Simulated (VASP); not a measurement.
Set up this calculation in VASP 6.6.1, as the native input.

```
Task                   : single point
Functional             : PBEsol
Potentials or basis    : VASP PAW PBE potentials, release 64 (Ta_pv, H_h)
Cutoff                 : 900 eV
k mesh                 : 16 × 16 × 10
Occupations            : gaussian, width 0.1 eV
Spin                   : no spin polarisation
Further INCAR settings : ALGO = Normal; EDIFF = 1e-06; NBANDS = 18
```

The structure of Ta2H lies in POSCAR:

```
Ta2H
1.0
    1.6883400000     -2.3657800000      0.0000000000
    1.6883400000      2.3657800000      0.0000000000
    0.0000000000      0.0000000000      4.7617500000
Ta H
2 1
Direct
    1.0000000000      0.5000000000      0.2644300000
    0.5000000000      0.0000000000      0.7355700000
    0.0000000000      0.0000000000      1.0000000000
```

The cell comes from a database or a generator and needn't be the stable form of this composition.

The input as run:

INCAR

```
PREC = Accurate
ENCUT = 900
EDIFF = 1E-6
ISMEAR = 0
SIGMA = 0.1
LREAL = False
LASPH = True
NELM = 100
ALGO = Normal
ISIF = 2
LWAVE = False
LCHARG = True
GGA = PS
LELF = True
LVHAR = True
NBANDS = 18
```

KPOINTS

```
Automatic mesh
0
Gamma
  16 16 10
```

Potentials or basis: VASP PAW PBE potentials, release 64 (Ta_pv, H_h).

Command:

```sh
$ cat potpaw_PBE.64/Ta_pv/POTCAR potpaw_PBE.64/H_h/POTCAR > POTCAR
$ mpirun -np 1 vasp_std > vasp.out
```

It gave:

```yaml
Pressure: 0.0 GPa
Band_gap_on_the_k_mesh: none (metal or under the smearing width)
```

Caveat: the PAW data sets were made with another functional, which shifts forces and pressure a little.

Wall time 7 min on 1 thread of Intel(R) Xeon(R) Platinum 8488C (Sapphire Rapids), on a shared host, peak memory 0.67 GiB.
